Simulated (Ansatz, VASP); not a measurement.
## Sb in VASP and in Ansatz

File POSCAR:

```
Sb
1.0
   -1.8959666167      1.8959666167      1.8959666167
    1.8959666167     -1.8959666167      1.8959666167
    1.8959666167      1.8959666167     -1.8959666167
Sb
1
Direct
    0.0000000000      0.0000000000      0.0000000000
```

The input INCAR.step1:

```
SYSTEM = Sb
PREC = Accurate
ENCUT = 520
EDIFF = 1E-5
ISMEAR = -1
SIGMA = 0.05
LREAL = .FALSE.
LASPH = .TRUE.
NELM = 80
ALGO = Normal
ISIF = 2
LWAVE = .TRUE.
LCHARG = .FALSE.
NBANDS = 8
GGA = PE
```

File INCAR.step2:

```
SYSTEM = Sb
PREC = Accurate
ENCUT = 520
EDIFF = 1E-6
ISMEAR = -1
SIGMA = 0.05
LREAL = .FALSE.
LASPH = .TRUE.
NELM = 80
ALGO = Normal
ISIF = 2
LWAVE = .FALSE.
LCHARG = .FALSE.
GGA = PE
LHFCALC = .TRUE.
HFSCREEN = 0.2079
PRECFOCK = Normal
NBANDS = 8
ISTART = 1
```

File KPOINTS:

```
regular mesh
0
G
  6 6 6
  0 0 0
```

input

```
crystal:
  lattice:
    - [-1.8959666167, 1.8959666167, 1.8959666167]
    - [1.8959666167, -1.8959666167, 1.8959666167]
    - [1.8959666167, 1.8959666167, -1.8959666167]
  atoms:
    - { symbol: Sb, position: [0.0, 0.0, 0.0] }
hamiltonian:
  xc: hse06
  pseudopotentials: { kind: paw }
kpoints:
  mp_grid: { grid: [6, 6, 6] }
scf:
  occupations: { method: fermi_dirac, width: 0.05 }
output:
  forces: true
  stress: true
  eigenvalues: true
```

This isn't the form of Sb at room conditions, which is rhombohedral.

Alike in both runs: task single point; functional HSE06; k mesh 6 × 6 × 6; occupations fermi-dirac, width 0.05 eV; no spin polarisation.

|  | VASP | Ansatz |
| --- | --- | --- |
| version | VASP 6.6.1 | Ansatz 0.2.0 |
| potentials or method | VASP PAW PBE potentials, release 64 (Sb) | Ansatz PAW |
| plane-wave cutoff (eV) | 520 | 420 |
| valence electrons in the cell | 5 | 15 |

Ansatz gave:

| Property | Result |
| --- | --- |
| gap on the k mesh at the Fermi level (eV) | none |
| pressure (GPa) | -0.8 |

Problem. What did VASP give for the same quantities?

Solution. gap on the k mesh at the Fermi level (eV): none; pressure (GPa): -1.8.

A gap of «none» marks a metal or a gap that the smearing closes. The two sets of potentials don't hold the same shells in valence.

Caveats: the k mesh is coarse (spacing up to 0.39 Å⁻¹), so the values aren't converged, least of all with exact exchange; the PAW data sets were made with another functional, which shifts forces and pressure a little (VASP); the PAW data sets come from PBE, with cores solved anew for the run's functional, which leaves a small shift of forces and pressure (Ansatz); the thresholds are loose for stress (Ansatz). Spin-orbit coupling is left out, which matters for the levels of Sb.
